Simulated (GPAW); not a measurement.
## Screening of a field by B/Pt(100)

How does B/Pt(100) screen a perpendicular field?

Method: GPAW, PAW setups; slab in vacuum, relaxation, in the first sound run; inputs show where later runs differ, in GPAW 26.7.0.

Most raw output is cut from this account.

### Step 1. Starting point

The cell holds 5 atoms: 4 Pt and 1 B. Its edges and angles: a = 2.772 Å, b = 2.772 Å, c = 20.879 Å, α = 90.0°, β = 90.0°, γ = 90.0°. Vacuum lies along c.

### Step 2. Relaxation

The atoms are relaxed first, since the surface dipole, and with it the work function, follows the positions of the outer layers. The lowest 2 atoms are held at bulk positions and keep their forces.

Input file run.py:

```python
import json
import numpy as np
from ase import Atoms
from ase.constraints import FixAtoms
from ase.optimize import BFGS
from gpaw import GPAW, PW

slab = Atoms(
    ['Pt', 'Pt', 'Pt', 'Pt', 'B'],
    positions=[
        [1.38593, 1.38593, 7.00000],
        [0.00000, 0.00000, 8.96000],
        [1.38593, 1.38593, 10.92000],
        [0.00000, 0.00000, 12.88000],
        [1.38593, 1.38593, 13.87920]],
    cell=[[2.77186, 0.0, 0.0], [0.0, 2.77186, 0.0], [0.0, 0.0, 20.8792]],
    pbc=[True, True, False])

slab.calc = GPAW(mode=PW(500), xc='PBE', kpts={'size': (11, 11, 1), 'gamma': True},
                 occupations={'name': 'fermi-dirac', 'width': 0.1}, nbands='200%',
                 convergence={'density': 1e-05}, maxiter=200,
                 poissonsolver={'dipolelayer': 'xy'},
                 symmetry={'tolerance': 1e-3, 'extra_ids': [1, 1, 0, 0, 0]}, txt='slab.txt')
result = {}
slab.set_constraint(FixAtoms([0, 1]))
path = []
opt = BFGS(slab, maxstep=0.2)
opt.attach(lambda: path.append((slab.get_potential_energy(), slab.positions.tolist(), slab.get_forces().tolist())))
result['relaxed'] = bool(opt.run(fmax=0.03, steps=40))
result['path'] = path
energy = slab.get_potential_energy()
fermi = slab.calc.get_fermi_level()
v = slab.calc.get_electrostatic_potential().mean((0, 1)) - fermi
n = slab.calc.get_pseudo_density().mean((0, 1))
L = slab.cell[2, 2]
z = np.arange(len(v)) * L / len(v)
low, high = slab.positions[:, 2].min(), slab.positions[:, 2].max()
below, above = np.interp([low - 4.8, high + 4.8], z, v)
slopes = [np.interp(x, z, np.gradient(v, z)) for x in (low - 4.8, high + 4.8)]
eps = np.array([[slab.calc.get_eigenvalues(k, s) for k in range(len(slab.calc.get_ibz_k_points()))]
                for s in range(slab.calc.get_number_of_spins())]) - fermi
top, bottom = eps[eps < 0].max(), eps[eps > 0].min()
dipole = slab.get_dipole_moment()[2]
print(f'energy {energy:.4f} eV, Fermi level {fermi:.4f} eV, dipole {dipole:.5f} e A')
print(f'potential 4.8 A off the faces, from the Fermi level: lower {below:.4f} eV, upper {above:.4f} eV')
print(f'slope of the potential there: lower {slopes[0]:.5f}, upper {slopes[1]:.5f} eV/A')
print(f'nearest levels on the mesh: {top:.4f} and {bottom:.4f} eV')
print('magnetic moment', round(slab.get_magnetic_moment(), 3))
result.update(energy=energy, fermi=fermi, dipole=dipole, below=below, above=above, slopes=slopes, edges=[top, bottom],
              z=z.tolist(), v=v.tolist(), n=n.tolist(), positions=slab.positions.tolist(),
              forces=slab.get_forces(apply_constraint=False).tolist(), moments=slab.get_magnetic_moments().tolist())
json.dump(result, open('result.json', 'w'))
```

Started as:

```console
> OMP_NUM_THREADS=1 OPENBLAS_NUM_THREADS=1 python run.py
```

The job ended after 25 min (1 thread of Arm Neoverse V2, shared host; peak memory 0.28 GiB).

Relaxation path:

```tsv
step	energy less that of the first step (eV)	largest force (eV/Å)
1	0.0000	2.9935
2	-0.1540	2.3398
3	-0.3979	0.7837
4	-0.4063	0.6835
5	-0.4348	0.1716
6	-0.4358	0.1862
7	-0.4388	0.1998
8	-0.4426	0.1895
9	-0.4471	0.1914
10	-0.4492	0.1091
11	-0.4494	0.0266
```

The atoms that moved most (Å):

```tsv
atom	dx	dy	dz	length
Pt4	0.000	0.000	0.322	0.322
Pt3	0.000	0.000	0.077	0.077
B5	0.000	0.000	0.011	0.011
```

Final coordinates:

```xyz
5
Lattice="2.7719 0.0000 0.0000 0.0000 2.7719 0.0000 0.0000 0.0000 20.8792" Properties=species:S:1:pos:R:3
Pt    1.3859    1.3859    7.0000
Pt    0.0000    0.0000    8.9600
Pt    1.3859    1.3859   10.9972
Pt    0.0000    0.0000   13.2022
B     1.3859    1.3859   13.8901
```

Numbers from this step:

```
dipole along the normal                    : 0.07119 e·Å
levels nearest the Fermi level on the mesh : -0.02183, 0.008305 eV from the Fermi level
upper work function                        : 3.963 eV
lower work function                        : 5.636 eV
```

Table of electrostatic potential energy of an electron (without an applied field's), less the Fermi level, planar mean by z:

```tsv
z (Å)	electrostatic potential energy of an electron (without an applied field's), less the Fermi level, planar mean (eV)
0.0	4.80
0.5	5.64
1.0	5.64
1.5	5.64
2.0	5.64
2.5	5.64
3.0	5.63
3.5	5.63
4.0	5.62
4.5	5.58
5.0	5.39
5.5	4.65
6.0	1.54
6.5	-9.87
7.0	-22.3
7.5	-10.6
8.0	-2.57
8.5	-12.2
9.0	-22.7
9.5	-9.58
10.0	-1.93
10.5	-10.8
11.0	-22.6
11.5	-10.6
12.0	-1.21
12.5	-6.25
13.0	-23.1
13.5	-25.2
14.0	-15.4
14.5	-1.58
15.0	2.61
15.5	3.64
16.0	3.89
16.5	3.94
17.0	3.96
17.5	3.96
18.0	3.96
18.5	3.96
19.0	3.96
19.5	3.96
20.0	3.96
20.5	4.03
```

The pseudo valence density, planar mean by z:

z (Å), pseudo valence density, planar mean (e/Å³) and a bar from the least value:
```
     0.00       0.00 
     0.58       0.00 
     1.16       0.00 
     1.74       0.00 
     2.32       0.00 
     2.71       0.00 
     3.29       0.00 
     3.87       0.00 
     4.45       0.00 
     5.03       0.01 
     5.61       0.06 #
     6.19       0.32 #####
     6.77       1.64 ########################
     7.35       1.27 ##################
     7.73       0.52 #######
     8.31       0.58 ########
     8.89       2.07 ##############################
     9.47       0.79 ###########
    10.05       0.39 ######
    10.63       1.21 #################
    11.21       1.71 #########################
    11.79       0.41 ######
    12.37       0.39 ######
    12.95       1.64 ########################
    13.34       2.08 ##############################
    13.92       0.69 ##########
    14.50       0.22 ###
    15.08       0.05 #
    15.66       0.01 
    16.24       0.00 
    16.82       0.00 
    17.40       0.00 
    17.98       0.00 
    18.37       0.00 
    18.95       0.00 
    19.53       0.00 
    20.11       0.00 
    20.69       0.00
```

The relaxation lowered the energy of the cell by 0.449 eV (energies extrapolated to zero smearing; the optimiser's log prints free energies). The largest force left on a free atom is 0.027 eV/Å.

### Step 3. The slab's potential

With the geometry fixed, the planar mean of the potential gives the vacuum level on each side.

This step: GPAW, PAW setups; slab in vacuum (GPAW 26.7.0).

Edit run.py of step 2 so:

```diff
@@ -3,4 +3,2 @@
 from ase import Atoms
-from ase.constraints import FixAtoms
-from ase.optimize import BFGS
 from gpaw import GPAW, PW
@@ -12,5 +10,5 @@
         [0.00000, 0.00000, 8.96000],
-        [1.38593, 1.38593, 10.92000],
-        [0.00000, 0.00000, 12.88000],
-        [1.38593, 1.38593, 13.87920]],
+        [1.38593, 1.38593, 10.99716],
+        [-0.00000, 0.00000, 13.20218],
+        [1.38593, 1.38593, 13.89012]],
     cell=[[2.77186, 0.0, 0.0], [0.0, 2.77186, 0.0], [0.0, 0.0, 20.8792]],
@@ -22,10 +20,4 @@
                  poissonsolver={'dipolelayer': 'xy'},
-                 symmetry={'tolerance': 1e-3, 'extra_ids': [1, 1, 0, 0, 0]}, txt='slab.txt')
+                 symmetry={'tolerance': 1e-3}, txt='slab.txt')
 result = {}
-slab.set_constraint(FixAtoms([0, 1]))
-path = []
-opt = BFGS(slab, maxstep=0.2)
-opt.attach(lambda: path.append((slab.get_potential_energy(), slab.positions.tolist(), slab.get_forces().tolist())))
-result['relaxed'] = bool(opt.run(fmax=0.03, steps=40))
-result['path'] = path
 energy = slab.get_potential_energy()
```

Run time: 3 min. Hardware: 1 thread; peak memory 0.28 GiB.

Numbers from this step:

| Property | Result |
| --- | --- |
| dipole along the normal | 0.07108 e·Å |
| levels nearest the Fermi level on the mesh | -0.02182, 0.008311 eV from the Fermi level |

The electrostatic potential energy of an electron (without an applied field's), less the Fermi level, planar mean oscillates, so the rows of the table below give means over windows of 1 Å about each position, cut where the curve ends. Its maxima inside the range that stand out by 2 % of the span (Å: eV): 1.6: 5.64, 7.9: -2.56, 10.0: -1.87, 12.1: -1.03. Its minima: 7.0: -22.3, 9.0: -22.8, 11.0: -22.7, 13.2: -27.4.

Electrostatic potential energy of an electron (without an applied field's), less the Fermi level, planar mean against z; means over each step:

```tsv
z (Å)	electrostatic potential energy of an electron (without an applied field's), less the Fermi level, planar mean (eV)
0	5.32
1	5.64
2	5.64
3	5.63
4	5.62
5	5.30
6	0.0978
7	-17.6
8	-5.63
9	-18.1
10	-4.76
11	-18.0
12	-3.65
13	-20.3
14	-14.3
15	2.11
16	3.86
17	3.96
18	3.96
19	3.96
20	3.97
```

Table of pseudo valence density, planar mean by z:

z (Å), pseudo valence density, planar mean (e/Å³) and a bar from the least value:
```
     0.00       0.00 
     0.58       0.00 
     1.16       0.00 
     1.74       0.00 
     2.32       0.00 
     2.71       0.00 
     3.29       0.00 
     3.87       0.00 
     4.45       0.00 
     5.03       0.01 
     5.61       0.06 #
     6.19       0.32 #####
     6.77       1.64 ########################
     7.35       1.27 ##################
     7.73       0.52 #######
     8.31       0.58 ########
     8.89       2.07 ##############################
     9.47       0.79 ###########
    10.05       0.39 ######
    10.63       1.21 #################
    11.21       1.71 #########################
    11.79       0.41 ######
    12.37       0.39 ######
    12.95       1.64 ########################
    13.34       2.08 ##############################
    13.92       0.69 ##########
    14.50       0.22 ###
    15.08       0.05 #
    15.66       0.01 
    16.24       0.00 
    16.82       0.00 
    17.40       0.00 
    17.98       0.00 
    18.37       0.00 
    18.95       0.00 
    19.53       0.00 
    20.11       0.00 
    20.69       0.00
```

Force by atom:

```tsv
atom	x (eV/Å)	y (eV/Å)	z (eV/Å)	size
Pt1	0.0000	0.0000	-0.0684	0.0684
Pt2	0.0000	0.0000	0.0951	0.0951
Pt3	0.0000	0.0000	-0.0265	0.0265
Pt4	0.0000	0.0000	-0.0026	0.0026
B5	0.0000	0.0000	0.0034	0.0034
```

The potential is flat to 2.5e-4 eV/Å where it is read, so the vacuum is wide enough.

### Step 4. In a field

A uniform field along the normal polarises the slab; the atoms stay fixed, so this is the electronic response alone.

Edit run.py of step 3 so:

```diff
@@ -4,2 +4,3 @@
 from gpaw import GPAW, PW
+from gpaw.external import ConstantElectricField
 
@@ -20,2 +21,3 @@
                  poissonsolver={'dipolelayer': 'xy'},
+                 external=ConstantElectricField(-0.2, [0, 0, 1]),
                  symmetry={'tolerance': 1e-3}, txt='slab.txt')
```

It took 8.5 min on 1 thread; peak memory 0.55 GiB.

Numbers from this step:

```yaml
dipole_along_the_normal: -0.01041 e·Å
levels_nearest_the_fermi_level_on_the_mesh: -0.02138, 0.009111 eV from the Fermi level
potential_below_the_slab_the_applied_field_s_own_ramp_left_out: 4.643 eV from the Fermi level
potential_above_the_slab_the_applied_field_s_own_ramp_left_out: 4.888 eV from the Fermi level
```

The electrostatic potential energy of an electron (without an applied field's), less the Fermi level, planar mean oscillates, so the rows of the table below give means over windows of 1 Å about each position, cut where the curve ends. Its maxima inside the range that stand out by 2 % of the span (Å: eV): 8.0: -3.06, 10.0: -1.96, 12.1: -0.703. Its minima: 7.0: -23.0, 9.0: -23.1, 11.0: -22.6, 13.2: -26.9.

The electrostatic potential energy of an electron (without an applied field's), less the Fermi level, planar mean by z; means over each step:

z (Å), electrostatic potential energy of an electron (without an applied field's), less the Fermi level, planar mean (eV) and a bar from the least value:
```
        0        4.7 ##############################
        1        4.6 ##############################
        2        4.6 ##############################
        3        4.6 ##############################
        4        4.6 ##############################
        5        4.3 #############################
        6       -0.8 #######################
        7      -18.3 ##
        8       -6.1 #################
        9      -18.4 ##
       10       -4.8 ##################
       11      -17.9 ##
       12       -3.3 ####################
       13      -19.8 
       14      -13.6 #######
       15        3.0 ############################
       16        4.8 ##############################
       17        4.9 ##############################
       18        4.9 ##############################
       19        4.9 ##############################
       20        4.9 ##############################
```

Force by atom:

```tsv
atom	x (eV/Å)	y (eV/Å)	z (eV/Å)	size
Pt1	0.0000	0.0000	-0.0678	0.0678
Pt2	0.0000	0.0000	0.0951	0.0951
Pt3	0.0000	0.0000	-0.0265	0.0265
Pt4	0.0000	0.0000	0.0068	0.0068
B5	0.0000	0.0000	-0.0068	0.0068
```

The dipole is now -0.0104 e Å, against 0.071 in the run without a field.

### Step 5. Field on

Edit run.py of step 4 so:

```diff
@@ -21,3 +21,3 @@
                  poissonsolver={'dipolelayer': 'xy'},
-                 external=ConstantElectricField(-0.2, [0, 0, 1]),
+                 external=ConstantElectricField(-0.1, [0, 0, 1]),
                  symmetry={'tolerance': 1e-3}, txt='slab.txt')
```

Elapsed: 7.6 min, on 1 thread; peak memory 0.54 GiB.

This step gave:

- dipole along the normal: 0.03033 e·Å
- levels nearest the Fermi level on the mesh: -0.02160, 0.008704 eV from the Fermi level
- potential below the slab, the applied field's own ramp left out: 5.139 eV from the Fermi level
- potential above the slab, the applied field's own ramp left out: 4.424 eV from the Fermi level

Table of electrostatic potential energy of an electron (without an applied field's), less the Fermi level, planar mean by z:

```tsv
z (Å)	electrostatic potential energy of an electron (without an applied field's), less the Fermi level, planar mean (eV)
0.0	4.78
0.5	5.14
1.0	5.14
1.5	5.14
2.0	5.14
2.5	5.14
3.0	5.14
3.5	5.14
4.0	5.12
4.5	5.08
5.0	4.91
5.5	4.18
6.0	1.10
6.5	-10.3
7.0	-22.7
7.5	-10.9
8.0	-2.81
8.5	-12.4
9.0	-22.8
9.5	-9.68
10.0	-1.98
10.5	-10.8
11.0	-22.6
11.5	-10.5
12.0	-1.06
12.5	-6.05
13.0	-22.8
13.5	-24.9
14.0	-15.0
14.5	-1.18
15.0	3.05
15.5	4.09
16.0	4.34
16.5	4.40
17.0	4.42
17.5	4.42
18.0	4.42
18.5	4.42
19.0	4.42
19.5	4.42
20.0	4.42
20.5	4.45
```

Force by atom:

```tsv
atom	x (eV/Å)	y (eV/Å)	z (eV/Å)	size
Pt1	0.0000	0.0000	-0.0680	0.0680
Pt2	0.0000	0.0000	0.0952	0.0952
Pt3	0.0000	0.0000	-0.0263	0.0263
Pt4	0.0000	0.0000	0.0022	0.0022
B5	0.0000	0.0000	-0.0020	0.0020
```

The dipole is now 0.0303 e Å, against 0.071 in the run without a field.

### Step 6. Field on

Edit run.py of step 5 so:

```diff
@@ -21,3 +21,3 @@
                  poissonsolver={'dipolelayer': 'xy'},
-                 external=ConstantElectricField(-0.1, [0, 0, 1]),
+                 external=ConstantElectricField(-0.05, [0, 0, 1]),
                  symmetry={'tolerance': 1e-3}, txt='slab.txt')
```

Elapsed: 7.4 min, on 1 thread; peak memory 0.54 GiB.

### Step 7. In a field

Edit run.py of step 6 so:

```diff
@@ -21,3 +21,3 @@
                  poissonsolver={'dipolelayer': 'xy'},
-                 external=ConstantElectricField(-0.05, [0, 0, 1]),
+                 external=ConstantElectricField(0.05, [0, 0, 1]),
                  symmetry={'tolerance': 1e-3}, txt='slab.txt')
```

Wall time 8 min (1 thread); peak memory 0.54 GiB.

The electrostatic potential energy of an electron (without an applied field's), less the Fermi level, planar mean by z:

```tsv
z (Å)	electrostatic potential energy of an electron (without an applied field's), less the Fermi level, planar mean (eV)
0.0	4.81
0.5	5.89
1.0	5.89
1.5	5.89
2.0	5.89
2.5	5.88
3.0	5.88
3.5	5.88
4.0	5.87
4.5	5.82
5.0	5.64
5.5	4.89
6.0	1.76
6.5	-9.68
7.0	-22.1
7.5	-10.4
8.0	-2.45
8.5	-12.1
9.0	-22.6
9.5	-9.54
10.0	-1.91
10.5	-10.8
11.0	-22.7
11.5	-10.7
12.0	-1.29
12.5	-6.35
13.0	-23.2
13.5	-25.4
14.0	-15.5
14.5	-1.79
15.0	2.39
15.5	3.42
16.0	3.66
16.5	3.71
17.0	3.73
17.5	3.73
18.0	3.73
18.5	3.73
19.0	3.73
19.5	3.73
20.0	3.73
20.5	3.82
```

### Step 8. In a field

Edit run.py of step 7 so:

```diff
@@ -21,3 +21,3 @@
                  poissonsolver={'dipolelayer': 'xy'},
-                 external=ConstantElectricField(0.05, [0, 0, 1]),
+                 external=ConstantElectricField(0.1, [0, 0, 1]),
                  symmetry={'tolerance': 1e-3}, txt='slab.txt')
```

Elapsed: 8.6 min, on 1 thread; peak memory 0.54 GiB.

The electrostatic potential energy of an electron (without an applied field's), less the Fermi level, planar mean by z:

```tsv
z (Å)	electrostatic potential energy of an electron (without an applied field's), less the Fermi level, planar mean (eV)
0.0	4.82
0.5	6.13
1.0	6.13
1.5	6.13
2.0	6.13
2.5	6.13
3.0	6.13
3.5	6.13
4.0	6.12
4.5	6.07
5.0	5.88
5.5	5.13
6.0	1.98
6.5	-9.48
7.0	-22.0
7.5	-10.3
8.0	-2.33
8.5	-12.0
9.0	-22.5
9.5	-9.49
10.0	-1.89
10.5	-10.8
11.0	-22.7
11.5	-10.7
12.0	-1.37
12.5	-6.46
13.0	-23.3
13.5	-25.6
14.0	-15.7
14.5	-1.98
15.0	2.18
15.5	3.19
16.0	3.43
16.5	3.49
17.0	3.50
17.5	3.50
18.0	3.50
18.5	3.50
19.0	3.50
19.5	3.50
20.0	3.50
20.5	3.61
```

The dipole is now 0.112 e Å, against 0.071 in the run without a field.

### Step 9. In a field

Edit run.py of step 8 so:

```diff
@@ -21,3 +21,3 @@
                  poissonsolver={'dipolelayer': 'xy'},
-                 external=ConstantElectricField(0.1, [0, 0, 1]),
+                 external=ConstantElectricField(0.2, [0, 0, 1]),
                  symmetry={'tolerance': 1e-3}, txt='slab.txt')
```

Elapsed: 9.7 min, on 1 thread; peak memory 0.54 GiB.

The dipole is now 0.152 e Å, against 0.071 in the run without a field.

### Step 10. Field on

Edit run.py of step 9 so:

```diff
@@ -21,3 +21,3 @@
                  poissonsolver={'dipolelayer': 'xy'},
-                 external=ConstantElectricField(0.2, [0, 0, 1]),
+                 external=ConstantElectricField(0.3, [0, 0, 1]),
                  symmetry={'tolerance': 1e-3}, txt='slab.txt')
```

Elapsed: 11 min, on 1 thread; peak memory 0.54 GiB.

The dipole is now 0.193 e Å, against 0.071 in the run without a field.

### Step 11. The series

The members are put on one axis.

This step: induced dipole against applied field (GPAW 26.7.0).

Table of dipole along the normal by field:

```tsv
field (V/Å)	dipole along the normal (e·Å)
-0.200	-0.0104
-0.100	0.0303
-0.050	0.0506
0.000	0.0711
0.050	0.0914
0.100	0.112
0.200	0.152
0.300	0.193
```

### Step 12. A changed run

One more run, with changed settings.

This step: GPAW, PAW setups; slab in vacuum (GPAW 26.7.0).

Edit run.py of step 10 so:

```diff
@@ -4,3 +4,2 @@
 from gpaw import GPAW, PW
-from gpaw.external import ConstantElectricField
 
@@ -15,3 +14,3 @@
     cell=[[2.77186, 0.0, 0.0], [0.0, 2.77186, 0.0], [0.0, 0.0, 20.8792]],
-    pbc=[True, True, False])
+    pbc=[True, True, True])
 
@@ -19,5 +18,4 @@
                  occupations={'name': 'fermi-dirac', 'width': 0.1}, nbands='200%',
-                 convergence={'density': 1e-05}, maxiter=200,
+                 convergence={'density': 1e-05}, maxiter=75,
                  poissonsolver={'dipolelayer': 'xy'},
-                 external=ConstantElectricField(0.3, [0, 0, 1]),
                  symmetry={'tolerance': 1e-3}, txt='slab.txt')
```

The job ended after 0.88 s (1 thread; peak memory 0.14 GiB).

The input was rejected at the start.

The fault put into the input: a dipole layer in a cell that repeats along the normal (pbc_z = true).

### Step 13. Summary of results

```
work function, upper and lower face            : 3.963 and 5.636 eV
dipole along the normal                        : 0.0711 e Å
induced dipole per field                       : 0.407 e Å per V/Å
out-of-plane polarisability per area, α/(ε0 A) : 9.59 Å
```

In words: The field induces 0.407 e Å per V/Å, a polarisable thickness α/(ε0 A) of 9.59 Å beside 6.89 Å between the outermost nuclei. A perfect conductor would give the distance between its two image planes; a dielectric of thickness t gives t(1 - 1/ε). The two faces differ by 1.7 eV, the step that the slab's dipole makes (e p/(ε0 A) gives 1.7 eV), so the dipole layer is needed. The induced dipole is linear in the field over this range. The cell of 7.68 Å² holds one B, started on one chosen site; other sites and coverages weren't tried. The in-plane lattice was kept as typed, which isn't the functional's own and leaves some strain; spin-orbit coupling and temperature are left out.

[Logs are printed without paths, hosts, clocks, repeated set-up lines and the standing remarks that a program may print on its own settings, such as how far it seeks lower states.]

[Hosts, paths, dates, database ids (printed as entryN), source tags and the programs' standing remarks are cut or masked in the printed files.]
